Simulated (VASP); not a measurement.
# ZnS (Wurtzite-2H) (P6_3mc) in VASP: notebook

The runs below take ZnS (Wurtzite-2H) through single point, relaxation of cell and atoms, with PBE.

Program: VASP 6.6.1. These are calculated values, not measurements. Logs are shortened: lines on timing, memory, paths and dates and some standing lists are left out, and cuts for length are marked.

**Experimental background.**

A printed reference work, monograph reports, for a bulk crystal of ZnS at 4 K: band gap 3.911 eV (direct).

How close the calculation comes is told below.

**1. The structure**

Symmetry: P6_3mc, No. 186, hexagonal system. The conventional cell has a = 3.811 Å, b = 3.811 Å, c = 6.234 Å, α = 90.00°, β = 90.00°, γ = 120.00°. Zn (site symmetry 3m) is surrounded by 4 S at 2.31 to 2.40 Å. S (site symmetry 3m) has 4 Zn at 2.31 to 2.40 Å as nearest neighbours.

**2. Single point, PBE**

The input, INCAR:

```
SYSTEM = ZnS
PREC     = Accurate       ! precision mode
ENCUT    = 520            ! plane-wave cutoff, eV
EDIFF    = 1E-6           ! SCF threshold, eV
ISMEAR   = 0              ! smearing method
SIGMA    = 0.028999999999999998 ! smearing width, eV
LREAL    = .False.        ! projectors in reciprocal space
LASPH    = .True.         ! aspherical terms in the spheres
NELM     = 60             ! most SCF steps
ALGO     = Normal         ! electronic algorithm
ISIF     = 2              ! what is computed and relaxed
LWAVE    = .False.        ! write WAVECAR
LCHARG   = .False.        ! write CHGCAR
GGA      = PE             ! functional
NBANDS   = 26             ! bands
```

The input, KPOINTS:

```
regular mesh
0
Gamma
  8 8 5
  0 0 0
```

The input, POSCAR:

```
ZnS
1.0
    3.8110000000      0.0000000000      0.0000000000
   -1.9055000000      3.3004228138      0.0000000000
    0.0000000000      0.0000000000      6.2340000000
Zn S
2 2
Direct
    0.6666666667      0.3333333333      0.5000000000
    0.3333333333      0.6666666667      0.0000000000
    0.6666666667      0.3333333333      0.8850000000
    0.3333333333      0.6666666667      0.3850000000
```

Potentials or basis: VASP PAW PBE potentials, release 64 (Zn, S).

The run is started by

```console
$ cat potpaw_PBE.64/Zn/POTCAR potpaw_PBE.64/S/POTCAR > POTCAR
$ mpirun -np 1 vasp_std > vasp.out
```

OUTCAR:

```text
SYSTEM = ZnS
   PREC = Accurate
   ENCUT = 520
   EDIFF = 1E-6
   ISMEAR = 0
   LREAL = .False.
   LASPH = .True.
   NELM = 60
   ISIF = 2
   GGA = PE

 ion  position               nearest neighbor table
   1  0.667  0.333  0.500-   4 2.31   4 2.31   4 2.31   3 2.40
   2  0.333  0.667  0.000-   3 2.31   3 2.31   3 2.31   4 2.40
   3  0.667  0.333  0.885-   2 2.31   2 2.31   2 2.31   1 2.40
   4  0.333  0.667  0.385-   1 2.31   1 2.31   1 2.31   2 2.40

  LATTYP: Found a hexagonal cell.
 ALAT       =     3.8110000000
 C/A-ratio  =     1.6357911309

  Lattice vectors:

 A1 = (   3.8110000000,   0.0000000000,   0.0000000000)
 A2 = (  -1.9055000000,   3.3004228138,   0.0000000000)
 A3 = (   0.0000000000,   0.0000000000,   6.2340000000)

Analysis of symmetry for initial positions (statically):
=====================================================================
 Subroutine PRICEL returns:
 Original cell was already a primitive cell.

 Routine SETGRP: Setting up the symmetry group for a
 hexagonal supercell.

 Subroutine GETGRP returns: Found 12 space group operations
 (whereof  6 operations were pure point group operations)
 out of a pool of 24 trial point group operations.

The static configuration has the point symmetry C_3v.
 The point group associated with its full space group is C_6v.

Analysis of symmetry for dynamics (positions and initial velocities):
=====================================================================
 Subroutine PRICEL returns:
 Original cell was already a primitive cell.

 Routine SETGRP: Setting up the symmetry group for a
 hexagonal supercell.

 Subroutine GETGRP returns: Found 12 space group operations
 (whereof  6 operations were pure point group operations)
 out of a pool of 24 trial point group operations.

The dynamic configuration has the point symmetry C_3v.
 The point group associated with its full space group is C_6v.

 Subroutine INISYM returns: Found 12 space group operations
 (whereof  6 operations are pure point group operations),
 and found     1 'primitive' translations

----------------------------------------------------------------------------------------

                                     Primitive cell

  volume of cell :      78.4107

  direct lattice vectors                    reciprocal lattice vectors
     3.811000000  0.000000000  0.000000000     0.262398321  0.151495741  0.000000000
    -1.905500000  3.300422814  0.000000000     0.000000000  0.302991482  0.000000000
     0.000000000  0.000000000  6.234000000     0.000000000  0.000000000  0.160410651

  length of vectors
     3.811000000  3.811000000  6.234000000     0.302991482  0.302991482  0.160410651

  position of ions in fractional coordinates (direct lattice)
     0.666666667  0.333333333  0.500000000
     0.333333333  0.666666667  0.000000000
     0.666666667  0.333333333  0.885000000
     0.333333333  0.666666667  0.385000000

  ion indices of the primitive-cell ions
   primitive index   ion index
                 1           1
                 2           2
                 3           3
                 4           4

----------------------------------------------------------------------------------------

 KPOINTS: regular mesh

Automatic generation of k-mesh.
 Grid dimensions read from file:
 generate k-points for:    8    8    5

 Generating k-lattice:

  Cartesian coordinates                     Fractional coordinates (reciprocal lattice)
     0.032799790  0.018936968  0.000000000     0.125000000  0.000000000  0.000000000
     0.000000000  0.037873935  0.000000000     0.000000000  0.125000000  0.000000000
     0.000000000  0.000000000  0.032082130     0.000000000  0.000000000  0.200000000

  Length of vectors
     0.037873935  0.037873935  0.032082130

  Shift w.r.t. Gamma in fractional coordinates (k-lattice)
     0.000000000  0.000000000  0.000000000

 Subroutine IBZKPT returns following result:
 ===========================================

 Found     30 irreducible k-points:

 Following reciprocal coordinates:
            Coordinates               Weight
  0.000000  0.000000  0.000000      1.000000
  0.125000  0.000000  0.000000      6.000000
  0.250000  0.000000  0.000000      6.000000
  0.375000  0.000000  0.000000      6.000000
  0.500000  0.000000  0.000000      3.000000
  0.125000  0.125000  0.000000      6.000000
[... 16 lines left out ...]
  0.250000  0.000000  0.400000     12.000000
  0.375000  0.000000  0.400000     12.000000
 [... further k-points ...]
   k-points           NKPTS =     30   k-points in BZ     NKDIM =     30   number of bands    NBANDS=     26
   number of dos      NEDOS =    301   number of ions     NIONS =      4
   total plane-waves  NPLWV =  37632
   dimension x,y,z NGX =    28 NGY =   28 NGZ =   48
   dimension x,y,z NGXF=    56 NGYF=   56 NGZF=   96
   ions per type =               2   2
   NGX,Y,Z   is equivalent  to a cutoff of  12.21, 12.21, 12.80 a.u.
   NGXF,Y,Z  is equivalent  to a cutoff of  24.43, 24.43, 25.60 a.u.
 SYSTEM =  ZnS
   PREC   = accura    normal or accurate (medium, high low for compatibility)
   ISTART =      0    job   : 0-new  1-cont  2-samecut
   ICHARG =      2    charge: 1-file 2-atom 10-const
   ISPIN  =      1    spin polarized calculation?
   LNONCOLLINEAR =      F non collinear calculations
   LSORBIT =      F    spin-orbit coupling
   LASPH  =      T    aspherical Exc in radial PAW
   ENCUT  =  520.0 eV  38.22 Ry    6.18 a.u.   7.09  7.09 11.59*2*pi/ulx,y,z
   NELM   =     60;   NELMIN=  2; NELMDL= -5     # of ELM steps
   EDIFF  = 0.1E-05   stopping-criterion for ELM
   LREAL  =      F    real-space projection
   EDIFFG = 0.1E-04   stopping-criterion for IOM
   NSW    =      0    number of steps for IOM
   IBRION =     -1    ionic relax: 0-MD 1-quasi-New 2-CG
   NFREE  =      0    steps in history (QN), initial steepest desc. (CG)
   ISIF   =      2    stress and relaxation
   ISYM   =      2    0-nonsym 1-usesym 2-fastsym
   POTIM  = 0.5000    time-step for ionic-motion
   TEBEG  =    0.0;   TEEND  =   0.0 temperature during run
   PSTRESS=    0.0 pullay stress
   NELECT =      36.0000    total number of electrons
   NUPDOWN=      -1.0000    fix difference up-down
   EMIN   =  10.00;   EMAX   =-10.00  energy-range for DOS
   EFERMI =   0.00;   METHOD = LEGACY
   ISMEAR =     0;   SIGMA  =   0.03  broadening in eV -4-tet -1-fermi 0-gaus
   EFERMI_NEDOS =   21; number of points for ismear=-14 and -15
   IALGO  =     38    algorithm
   IMIX   =      4    mixing-type and parameters
     AMIX     =   0.40;   BMIX     =  1.00
     AMIX_MAG =   1.60;   BMIX_MAG =  1.00
  volume/ion in A,a.u.               =      19.60       132.29
  Fermi-wavevector in a.u.,A,eV,Ry     =   1.262943  2.386617 21.701647  1.595026
  Thomas-Fermi vector in A             =   2.396326
   LORBIT       =      0    0 simple, 1 ext, 2 COOP (PROOUT), +10 PAW based schemes
   GGA     = PE    functional components
   LHFCALC =     F    Hartree Fock is set to
   AEXX    =    0.0000 exact exchange contribution
   IVDW    =     0    specifies the selected vdW correction
   LEPSILON=     F    determine dielectric tensor
   LRPA    =     F    only Hartree local field effects (RPA)
 non-spin polarized calculation
 Gauss-broadening in eV      SIGMA  =   0.03
  energy-cutoff  :      520.00
  volume of cell :       78.41
 maximum number of plane-waves:      2128
   NGX = 15   NGY = 15   NGZ = 23

 number of electron      35.9999977 magnetization

 Free energy of the ion-electron system (eV)
  ---------------------------------------------------
  ext. energy  EPLUGINS =         0.00000000
  ---------------------------------------------------
  free energy    TOTEN  =       -13.65381207 eV

  energy without entropy =      -13.65381207  energy(sigma->0) =      -13.65381207

 E-fermi :   2.3417     XC(G=0):  -9.6512

 val. band max:        2.1625432846   @ k =   0.0000   0.0000   0.0000
 cond. band min:       4.4157312040   @ k =   0.0000   0.0000   0.0000
 fundamental gap:      2.2531879194
 Fermi energy:         2.3417191880

 k-point     1 :       0.0000    0.0000    0.0000
  band No.  band energies     occupation
      1     -11.0311      2.00000
      2     -10.1080      2.00000
      3      -4.2064      2.00000
      4      -4.2064      2.00000
      5      -4.1421      2.00000
      6      -4.1421      2.00000
[... 18 lines left out ...]
     25       9.7855      0.00000
     26      11.4723      0.00000

 k-point     2 :       0.1250    0.0000    0.0000
  band No.  band energies     occupation
      1     -10.9248      2.00000
      2     -10.0470      2.00000
      3      -4.2149      2.00000
      4      -4.1812      2.00000
      5      -4.1350      2.00000
      6      -4.1096      2.00000
[... 18 lines left out ...]
     25      10.2701      0.00000
     26      10.8063      0.00000

 k-point     3 :       0.2500    0.0000    0.0000
  band No.  band energies     occupation
      1     -10.6397      2.00000
      2      -9.9042      2.00000
      3      -4.2163      2.00000
      4      -4.1253      2.00000
      5      -4.1116      2.00000
      6      -4.0285      2.00000
[... 18 lines left out ...]
     25      10.6044      0.00000
     26      11.1040      0.00000

 k-point     4 :       0.3750    0.0000    0.0000
  band No.  band energies     occupation
      1     -10.2876      2.00000
      2      -9.7885      2.00000
      3      -4.1861      2.00000
      4      -4.0806      2.00000
      5      -4.0471      2.00000
      6      -3.9400      2.00000
[... 18 lines left out ...]
     25      10.9603      0.00000
     26      12.4441      0.00000
[... 496 lines left out ...]
      1     -10.6509      2.00000
      2     -10.3818      2.00000
      3      -4.2067      2.00000
      4      -4.1775      2.00000
      5      -4.1622      2.00000
      6      -4.1402      2.00000
[... 18 lines left out ...]
     25       9.5573      0.00000
     26       9.9054      0.00000

 k-point    23 :       0.2500    0.0000    0.4000
  band No.  band energies     occupation
      1     -10.4023      2.00000
      2     -10.1757      2.00000
      3      -4.2146      2.00000
      4      -4.1754      2.00000
      5      -4.0955      2.00000
      6      -4.0652      2.00000
[... 18 lines left out ...]
     25      10.1143      0.00000
     26      10.6279      0.00000

 k-point    24 :       0.3750    0.0000    0.4000
  band No.  band energies     occupation
      1     -10.1154      2.00000
      2      -9.9605      2.00000
      3      -4.1955      2.00000
      4      -4.1526      2.00000
      5      -4.0337      2.00000
      6      -3.9899      2.00000
[... 18 lines left out ...]
     25      11.2379      0.00000
     26      11.5780      0.00000

 [... further k-points ...]

------------------------ aborting loop because EDIFF is reached ----------------------------------------

  FORCE on cell =-STRESS in cart. coord.  units (eV):
  Direction    XX          YY          ZZ          XY          YZ          ZX
  --------------------------------------------------------------------------------------
  -------------------------------------------------------------------------------------
  Total        1.5571086      1.5571086      0.5489968      0.0000000     -0.0000000     -0.0000000
  in kB       31.8166296     31.8166296     11.2177323      0.0000000     -0.0000000     -0.0000000
  external PRESSURE =      24.9503305 kB  Pullay stress =       0.0000000 kB

 VOLUME and BASIS-vectors are now :
 -----------------------------------------------------------------------------
  energy-cutoff  :      520.00
  volume of cell :       78.41
      direct lattice vectors                 reciprocal lattice vectors
     3.811000000  0.000000000  0.000000000     0.262398321  0.151495741  0.000000000
    -1.905500000  3.300422814  0.000000000     0.000000000  0.302991482  0.000000000
     0.000000000  0.000000000  6.234000000     0.000000000  0.000000000  0.160410651

 POSITION                                       TOTAL-FORCE (eV/Angst)
 -----------------------------------------------------------------------------------
      1.90550      1.10014      3.11700         0.000000     -0.000000      0.322737
     -0.00000      2.20028      0.00000        -0.000000      0.000000      0.322737
      1.90550      1.10014      5.51709         0.000000      0.000000     -0.322737
     -0.00000      2.20028      2.40009         0.000000     -0.000000     -0.322737
 -----------------------------------------------------------------------------------
    total drift:                               -0.000000     -0.000000      0.000471

  FREE ENERGIE OF THE ION-ELECTRON SYSTEM (eV)
  ---------------------------------------------------
  free  energy   TOTEN  =       -13.6538120689 eV

  energy  without entropy=      -13.6538120689  energy(sigma->0) =      -13.65381207
```

Wall time 28 s (1 thread of AMD EPYC 9R45 (Zen 5), shared host); peak memory 0.17 GiB.

Results:

```
Free energy            : -13.6538 eV
Pressure               : 2.5 GPa
Largest force          : 0.323 eV/Å
Band gap on the k mesh : 2.25 eV, direct
```

Forces in eV/Å, atoms in the order of the input:
```
Zn   0.000  0.000  0.323
Zn   0.000  0.000  0.323
S    0.000  0.000 -0.323
S    0.000  0.000 -0.323
```

Stress tensor (GPa, compression positive):
```
3.18 0.00 0.00
0.00 3.18 0.00
0.00 0.00 1.12
```

**3. Relaxation of cell and atoms, PBE**

The input, INCAR:

```
PREC = Accurate ; ENCUT = 580
EDIFF = 1E-6 ; ISMEAR = -1
SIGMA = 0.05 ; LREAL = False
LASPH = True ; NELM = 80
ALGO = Normal ; ISIF = 3
LWAVE = False ; LCHARG = False
GGA = PE ; IBRION = 2
NSW = 60 ; EDIFFG = -0.02
```

The input, KPOINTS:

```
regular mesh
0
Gamma
  8 8 5
```

POSCAR is that of step 2.

Potentials or basis: VASP PAW PBE potentials, release 64 (Zn, S).

The run is started by

```console
$ cat potpaw_PBE.64/Zn/POTCAR potpaw_PBE.64/S/POTCAR > POTCAR
$ mpirun -np 1 vasp_std > vasp.out
```

It took 2.8 min on 1 thread of AMD EPYC 9R45 (Zen 5), shared host; peak memory 0.19 GiB.

Results (log left out):

```yaml
Free_energy: -13.6932 eV
Relaxed_volume: 20.20 Å³/atom
Relaxed_cell: a = 3.846 Å, b = 3.846 Å, c = 6.307 Å, α = 90.00°, β = 90.00°, γ = 120.00°
Space_group_after_relaxing_to_0.05_Å: P6_3mc (No. 186)
Energy_gained_by_relaxing: 9.8 meV/atom
Ionic_steps: 10
Pressure_after_relaxing: 0.1 GPa
Largest_force_after_relaxing: 0.008 eV/Å
Band_gap_on_the_k_mesh: 2.08 eV, direct
```

Forces on the atoms (eV/Å):
```
Zn   0.000  0.000  0.008
Zn   0.000  0.000  0.008
S    0.000  0.000 -0.008
S    0.000  0.000 -0.008
```

The path:
```csv
step,energy change (eV),largest force (eV/Å),pressure (GPa),volume (Å³)
1,0.0000,0.3226,2.49,78.41
2,-0.0316,0.0914,-0.83,81.91
3,-0.0329,0.1290,-0.21,81.29
4,-0.0329,0.1247,-0.32,81.36
5,-0.0362,0.0678,-0.13,81.11
6,-0.0376,0.0135,-0.02,80.89
7,-0.0357,0.1075,0.46,80.44
8,-0.0377,0.0098,0.06,80.79
9,-0.0391,0.0054,0.12,80.78
10,-0.0391,0.0082,0.12,80.78
```

Final structure:
```cif
data_structure
_symmetry_space_group_name_H-M 'P 1'
_symmetry_Int_Tables_number 1
_cell_length_a 3.8458
_cell_length_b 3.8458
_cell_length_c 6.3069
_cell_angle_alpha 90.000
_cell_angle_beta 90.000
_cell_angle_gamma 120.000
_cell_volume 80.78
loop_
_atom_site_label
_atom_site_type_symbol
_atom_site_fract_x
_atom_site_fract_y
_atom_site_fract_z
_atom_site_occupancy
Zn1 Zn 0.66667 0.33333 0.50512 1
Zn2 Zn 0.33333 0.66667 0.00512 1
S1 S 0.66667 0.33333 0.87988 1
S2 S 0.33333 0.66667 0.37988 1
```

Levels at points of the mesh, in eV from the valence-band top:
```tsv
k point	band 15	band 16	band 17	band 18	band 19	band 20	band 21	band 22
(0.00, 0.00, 0.00)	-0.85	-0.07	0.00	0.00	2.08	3.05	6.33	6.33
(0.50, 0.00, 0.00)	-3.14	-2.14	-1.60	-0.85	3.68	4.18	5.14	6.94
```

Expect the measured gap to be larger: semilocal functionals such as PBE lack the derivative discontinuity. PBE usually gives volumes a little too large and moduli too small.

**4. Relaxation of cell and atoms, PBE**

The input, INCAR:

```
SYSTEM = ZnS
  PREC = Accurate
  ENCUT = 600
  EDIFF = 1E-6
  ISMEAR = -1
  SIGMA = 0.05
  LREAL = .FALSE.
  LASPH = .TRUE.
  NELM = 60
  ALGO = Normal
  ISIF = 3
  LWAVE = .FALSE.
  LCHARG = .FALSE.
  GGA = PE
  IBRION = 2
  NSW = 60
  EDIFFG = -0.005
```

The input, KPOINTS:

```
Automatic mesh
0
G
  8 8 5
  0 0 0
```

POSCAR is that of step 3.

The run is started by

```console
$ cat potpaw_PBE.64/Zn/POTCAR potpaw_PBE.64/S/POTCAR > POTCAR
$ mpirun -np 1 vasp_std > vasp.out
```

Run time: 3.9 min. Hardware: 1 thread of AMD EPYC 9R45 (Zen 5), shared host; peak memory 0.2 GiB.

The run converged. Its results:

- Free energy: -13.6931 eV
- Relaxed volume: 20.23 Å³/atom
- Relaxed cell: a = 3.848 Å, b = 3.848 Å, c = 6.311 Å, α = 90.00°, β = 90.00°, γ = 120.00°
- Space group after relaxing (to 0.05 Å): P6_3mc (No. 186)
- Energy gained by relaxing: 9.8 meV/atom
- Ionic steps: 15
- Pressure after relaxing: 0.0 GPa
- Largest force after relaxing: 0.004 eV/Å
- Band gap on the k mesh: 2.07 eV, direct

Forces on the atoms (eV/Å):
```
Zn   0.000  0.000  0.004
Zn   0.000  0.000  0.004
S    0.000  0.000 -0.004
S    0.000  0.000 -0.004
```

Step by step:
```
step  energy change (eV)  largest force (eV/Å)  pressure (GPa)  volume (Å³)
   1              0.0000                0.3225            2.49        78.41
   2             -0.0316                0.0914           -0.83        81.91
   3             -0.0329                0.1291           -0.21        81.29
   4             -0.0329                0.1248           -0.32        81.36
   5             -0.0361                0.0678           -0.13        81.11
   6             -0.0376                0.0134           -0.02        80.89
   7             -0.0357                0.1079            0.46        80.44
   8             -0.0377                0.0098            0.06        80.79
   9             -0.0391                0.0054            0.12        80.78
  10             -0.0391                0.0082            0.12        80.78
  11             -0.0391                0.0083            0.11        80.78
  12             -0.0392                0.0020           -0.05        80.98
  13             -0.0392                0.0044            0.04        80.91
  14             -0.0392                0.0034           -0.05        80.94
  15             -0.0392                0.0040           -0.01        80.93
```

Final structure:
```
Zn S
1.0
     3.84804    0.00000    0.00000
    -1.92402    3.33250    0.00000
     0.00000    0.00000    6.31077
Zn S
2 2
Direct
  0.66667 0.33333 0.50519
  0.33333 0.66667 0.00519
  0.66667 0.33333 0.87981
  0.33333 0.66667 0.37981
```

Levels at points of the mesh, in eV from the valence-band top:
| k point | band 16 | band 17 | band 18 | band 19 | band 20 | band 21 |
| --- | --- | --- | --- | --- | --- | --- |
| (0.00, 0.00, 0.00) | -0.07 | 0.00 | 0.00 | 2.07 | 3.05 | 6.33 |
| (0.50, 0.00, 0.00) | -2.13 | -1.60 | -0.85 | 3.69 | 4.17 | 5.14 |

A hybrid or GW would open this gap; PBE tends to underestimate it. PBE usually gives volumes a little too large and moduli too small.

(Part 1 of 2 ends here.)
